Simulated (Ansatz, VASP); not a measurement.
## Two plane-wave programs on N

```xyz
2
Lattice="1.9379 0.0000 0.0000 -0.9690 1.6783 0.0000 0.0000 0.0000 6.5043" Properties=species:S:1:pos:R:3 pbc="T T T"
N     0.0000    1.1189    1.6261
N     0.9690    0.5594    4.8782
```

Alike in both runs: task relaxation of cell and atoms; functional PBE; dispersion D3(BJ); k mesh 24 × 24 × 8; occupations gaussian, width 0.1 eV; no spin polarisation.

|  | VASP | Ansatz |
| --- | --- | --- |
| version | VASP 6.6.1 | Ansatz 0.2.0 |
| potentials or method | VASP PAW PBE potentials, release 64 (N) | scalar-relativistic, plane waves, PAW |
| plane-wave cutoff (eV) | 600 | 420 |
| valence electrons in the cell | 10 | 10 |

Ansatz gave:

| Property | Result |
| --- | --- |
| gap on the k mesh at the Fermi level, each at its own relaxed structure (eV) | none |
| relaxed volume (Å³/atom) | 10.44 |
| relaxed cell length with the largest relative difference (Å) | 6.587 |
| energy change over the relaxation (meV/atom) | -1 |

Question: Which values does VASP return?

Answer: gap on the k mesh at the Fermi level, each at its own relaxed structure (eV): none; relaxed volume (Å³/atom): 10.25; relaxed cell length with the largest relative difference (Å): 6.487; energy change over the relaxation (meV/atom): -1.

A gap of «none» marks a metal or a gap that the smearing closes.
